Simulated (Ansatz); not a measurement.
# TaN (P6_3/mmc) in Ansatz: reference runs

How does TaN come out in PBE? The cell is run as given and disturbed.

Everything below comes from runs of Ansatz 0.2.0. Logs are shortened: lines on timing, memory, paths and dates and some standing lists are left out, and cuts for length are marked.

### Step 1. Starting point

Symmetry: P6_3/mmc, No. 194, hexagonal system. The conventional cell has a = 3.048 Å, b = 3.048 Å, c = 4.918 Å, α = 90.00°, β = 90.00°, γ = 120.00°. Around Ta (site symmetry -3m) lie 6 N at 2.15 Å and 2 Ta at 2.46 Å. Around N (site symmetry -6m2) lie 6 Ta at 2.15 Å.

### Step 2. Single point, PBE

Contents of input.yaml:

```yaml
crystal:
  lattice:
    - [3.04800184, 0.0, 0.0]
    - [-1.52400092, 2.63964703, 0.0]
    - [0.0, 0.0, 4.91799978]
  atoms:
    - { symbol: Ta, position: [0.0, 0.0, 0.0] }
    - { symbol: Ta, position: [0.0, 0.0, 0.5] }
    - { symbol: "N", position: [0.3333333333, 0.6666666667, 0.25] }
    - { symbol: "N", position: [0.6666666667, 0.3333333333, 0.75] }
hamiltonian:
  xc: pbe
  pseudopotentials: { kind: paw }
kpoints:
  mp_grid: { grid: [10, 10, 6] }
scf:
  occupations: { method: fermi_dirac, width: 0.05 }
output:
  forces: true
  stress: true
  eigenvalues: true
  write_density: true
  write_potential: true
  elf: true
  volumetric_format: npy
```

Potentials or basis: Ansatz PAW.

Run with:

```
> ansatz run input.yaml --threads 2 --pin off --max-ram 5632MiB --backend cpu --events-out ev --progress --plain --runs-dir out
```

What it wrote:

```text
Warning: RAYON_NUM_THREADS=2 ignored (pool sized by the plan → 2); use --threads N
Engine: ansatz 0.2.0, x86_64-unknown-linux-gnu
Pseudopotentials: kind: paw
Pseudopotential: Ta, paw, valence charge 13, recommended cutoff 420 eV (normal), Ta.paw.azcp
Pseudopotential: N, paw, valence charge 5, recommended cutoff 420 eV (normal), N.paw.azcp
Functional definition: PBE
  parameter kappa = 0.804
  parameter beta = 0.06672455060314922
  exchange = pbe_x(kappa = kappa, mu = beta*pi^2/3)
  correlation = pbe_c(beta = beta)
Crystal: 4 atoms, lattice volume = 39.569 Å³
Basis set: ecut = 420 eV, 785 PW (Γ), exchange–correlation on 48×48×72 points (8 copies of the dense FFT grid, shifted against one another)
Bands: 22, of which v1, the nominal top of the filled ones, is band 18 counted from 1 (17 counted from 0)
Symmetry: 24 space group operations
Space group: P63/mmc (ITA 194), of the structure as read, at distance tolerance 3.4e-5 Å
k-points: 56 of 600
Non-local potential: Ta, projectors of the file, l = 0: 3, l = 1: 2, l = 2: 2, l = 3: 1
Non-local potential: N, projectors of the file, l = 0: 2, l = 1: 2, l = 2: 1
PAW form: soft (Blöchl's): semilocal exchange-correlation on the pseudo side does not see the compensation charge
PAW one-centre angular grid: Ta, 590 points (default); XC on 64 Gauss nodes
PAW one-centre angular grid: N, 110 points (default); XC on 64 Gauss nodes
Initial density: superposition of atomic densities (neutral atoms: chi_scale 0, normalization atom), corrected by the library's trained network
Initial wavefunctions: pseudopotential atomic-orbital guess
Functional: x = pbe(κ = 0.804, μ = 0.2195149727645171), c = pbe(β = 0.06672455060314922)
SCF iter   1: F=—  HF=-20633.513526 eV  |F-HF|=—  |Δ(HF+E_count)|=         —  Δρ=1.52e-2  dr2=4.34e-2  ethr=1.77e-3  ⟨swp⟩=6.0  Hψ=12432  notcnv=0  defer=8
automatic band count: the SCF goes on with 26 bands, as 22 were too few: the levels above may hold too much charge
preconditioner: auto → Kerker (q_TF=auto, 2.686 Å⁻¹)  [metal: Δε(μ)=0.047 eV  Ē_g=11.904 eV  σ=0.050 eV  W_gap=0.22  n_scr=10 (ndim 8)  ℏωp=26.4 eV  f_vac=0.000  D(μ)=2.15/eV (n_scr^D=22)]
SCF iter   2: F=—  HF=-20633.506092 eV  |F-HF|=—  |Δ(HF+E_count)|=   7.43e-3  Δρ=8.84e-3  dr2=1.50e-2  ethr=1.20e-4  ⟨swp⟩=1.0  Hψ=1907  notcnv=0  defer=44
SCF iter   3: F=—  HF=-20633.502667 eV  |F-HF|=—  |Δ(HF+E_count)|=   3.42e-3  Δρ=5.60e-4  dr2=3.95e-5  ethr=4.17e-5  ⟨swp⟩=2.5  Hψ=2175  notcnv=0  defer=44
SCF iter   4: F=—  HF=-20633.502710 eV  |F-HF|=—  |Δ(HF+E_count)|=   4.29e-5  Δρ=7.70e-5  dr2=1.38e-6  ethr=1.10e-7  ⟨swp⟩=2.2  Hψ=2256  notcnv=0  defer=44
iter 5 did not close the SCF: its close was put off for the readings that it lacked (scf_convergence_deferred on its scf_iter line)
SCF iter   5: F=-20633.502710 eV  HF=-20633.502710 eV  |F-HF|=6.64e-9  |Δ(HF+E_count)|=   2.27e-7  Δρ=1.59e-5  dr2=7.58e-8  ethr=3.83e-9  ⟨swp⟩=2.4  Hψ=1921  notcnv=0  defer=44
SCF iter   6: F=-20633.502710 eV  HF=-20633.502710 eV  |F-HF|=2.40e-10  |Δ(HF+E_count)|=   5.33e-9  Δρ=2.75e-6  dr2=2.33e-9  ethr=2.11e-10  ⟨swp⟩=10.0  Hψ=9082  notcnv=0
SCF 1 converged in 6 iterations: F = -20633.502710 eV  dr2 = 2.33e-9
SCF converged after 6 iterations
Free energy (F): -20633.502710 eV
Harris-Foulkes:  -20633.502710 eV  (|F-HF|=2.40e-10)
Internal energy: -20633.485596 eV  (E = F + TS)
E sigma→0 (E₀):  -20633.494153 eV
Entropy (-TS):   -0.017113 eV (-4.278 meV/atom)
Fermi energy:    22.919704 eV
--- Per-component energies (eV) ---
  E_band       = -33.015231
  E_kinetic    = 1021.819288
  E_local      = -1150.208541  (includes V_loc(G=0)·N_el)
  E_nonlocal   = 125.279350
  E_hartree    = 405.862328
  E_xc         = -565.389918
  E_vxc        = -572.030464  (∫ρ·V_xc dr)
  E_paw        = -17052.223498  (= ΣΔE_a)
  E_vpaw       = -269.599550  (= ΣTr[D̂ρ^β])
  E_aug_tail   = 0.000547  (compensation charges beyond the density's cutoff)
  E_ewald      = -3418.625152
  E_smearing   = -0.017113  (= −TS)
  E_closure    = 0.000000  (closes the sum)
  Σ components = -20633.502710   (vs F -20633.502710, Δ=0.00e0)
--- Forces (eV/Å), atoms counted from 1 ---
  atom   1  Ta     0.00000000     0.00000000    -0.00000000
  atom   2  Ta     0.00000000     0.00000000     0.00000000
  atom   3  N      0.00000000    -0.00000000     0.00000000
  atom   4  N      0.00000000     0.00000000     0.00000000
  max |Σ_I F_I| component: 1.05e-30 eV/Å
--- Stress (GPa, compression-positive) ---
       32.042036       0.000000       0.000000
        0.000000      32.042036       0.000000
        0.000000       0.000000     114.259016
  P = ⅓ Tr σ = 59.4477 GPa (594.477 kbar)
--- Band table (eV; the first three rows and the last of 56) ---
  k-point 0: bands = ["-45.9058", "-45.6003", "-14.2027", "-12.3382", "-12.3382", "-11.9629", "-11.9629", "-11.1515", "3.9820", "7.3515", "12.8319", "15.0625", "15.0625", "17.6804", "19.3096", "19.3096", "19.3289", "21.1096", "21.1096", "22.3446", "22.3446", "25.7514", "27.2966", "28.0137", "28.0137", "29.6096"]
  k-point 1: bands = ["-45.8857", "-45.6211", "-14.0280", "-12.3141", "-12.3141", "-11.9891", "-11.9891", "-11.3954", "4.1806", "7.0323", "13.2585", "15.2406", "15.2406", "17.6334", "18.6963", "18.6963", "19.4699", "21.3442", "21.3442", "22.9542", "22.9542", "26.2168", "27.0777", "27.4187", "27.4187", "29.0646"]
  k-point 2: bands = ["-45.8305", "-45.6777", "-13.5337", "-12.2475", "-12.2475", "-12.0599", "-12.0599", "-12.0249", "4.7168", "6.2993", "14.2982", "15.7581", "15.7581", "16.8485", "17.6009", "17.6009", "20.7298", "22.0178", "22.0178", "23.5936", "23.5936", "25.5197", "26.7879", "26.7879", "27.2680", "28.5792"]
  k-point 55: bands = ["-45.6973", "-45.6973", "-12.7978", "-12.7978", "-12.6348", "-12.6348", "-12.6082", "-12.6082", "6.2848", "6.2848", "14.6156", "14.6156", "15.8795", "15.8795", "17.0277", "17.0277", "22.4064", "22.4064", "24.2456", "24.2456", "25.6111", "25.6111", "27.9879", "27.9879", "31.2996", "31.2996"]
```

Wall time 4.3 s (2 threads of Intel Xeon at 2.50GHz (Skylake/Cascade Lake), shared host); peak memory 0.38 GiB.

Results:

```yaml
Free_energy: -20633.5027 eV
Pressure: 59.4 GPa
Band_gap_on_the_k_mesh: none (metal or under the smearing width)
```

Stress tensor (GPa, compression positive):
```
 32.04   0.00   0.00
  0.00  32.04   0.00
  0.00   0.00 114.26
```

Caveat: a pressure of tens of GPa on the cell as given is suspect, and the run, the potentials or the cell itself is likely at fault; the pressure holds a Pulay correction of +0.6 GPa for the finite cutoff.

### Step 3. Single point, PBE (atoms moved at random, drawn with an rms of 0.05 Å)

Contents of input.yaml:

```yaml
crystal:
  lattice:
    - [3.04800184, 0.0, 0.0]
    - [-1.52400092, 2.63964703, 0.0]
    - [0.0, 0.0, 4.91799978]
  atoms:
    - { symbol: Ta, position: [0.017601, -0.005216, -0.009313] }
    - { symbol: Ta, position: [0.003246, -0.000333, 0.499045] }
    - { symbol: "N", position: [0.323996, 0.659941, 0.257044] }
    - { symbol: "N", position: [0.663492, 0.33394, 0.744439] }
hamiltonian:
  xc: pbe
  pseudopotentials: { kind: paw }
kpoints:
  mp_grid: { grid: [10, 10, 6] }
scf:
  occupations: { method: fermi_dirac, width: 0.05 }
output:
  forces: true
  stress: true
  eigenvalues: true
```

Potentials or basis: Ansatz PAW.

Run with:

```
> ansatz run input.yaml --threads 2 --pin off --max-ram 5632MiB --backend cpu --events-out ev --progress --plain --runs-dir out
```

It took 18 s on 2 threads of Intel Xeon at 2.50GHz (Skylake/Cascade Lake), shared host; peak memory 0.55 GiB.

It converged, with:

| Quantity | Value |
| --- | --- |
| Free energy | -20633.4048 eV |
| Pressure | 60.8 GPa |
| Largest force | 2.024 eV/Å |
| Band gap on the k mesh | none (metal or under the smearing width) |

Forces on the atoms (eV/Å):
```
Ta  -0.803  0.077  1.856
Ta  -0.354 -0.100 -1.398
N    0.567  0.121 -0.809
N    0.591 -0.098  0.351
```

Stress tensor (GPa, compression positive):
```
 31.50   0.26  -0.50
  0.26  34.71  -0.64
 -0.50  -0.64 116.11
```

Levels at points of the mesh, in eV from the Fermi level:
```tsv
k point	band 16	band 17	band 18	band 19	band 20	band 21
(0.00, 0.00, 0.00)	-3.69	-3.58	-1.74	-1.71	-0.55	-0.48
(0.00, 0.00, -0.50)	-6.01	-0.35	-0.18	0.05	0.10	0.29
(0.00, -0.50, 0.00)	-5.10	-4.16	0.21	1.55	2.41	3.92
(0.00, -0.50, -0.50)	-5.95	-1.65	-1.38	2.76	3.12	3.31
(-0.50, 0.00, 0.00)	-5.06	-4.30	0.30	1.56	2.43	3.91
(-0.50, 0.00, -0.50)	-5.98	-1.61	-1.36	2.78	3.16	3.29
(-0.50, -0.50, 0.00)	-4.91	-4.28	0.30	1.59	2.43	3.93
(-0.50, -0.50, -0.50)	-5.98	-1.62	-1.29	2.79	3.18	3.24
```

Caveat: the cell as given lies far from equilibrium; the pressure holds a Pulay correction of +0.6 GPa for the finite cutoff. The run has no spin-orbit coupling, so splittings on Ta are missing.
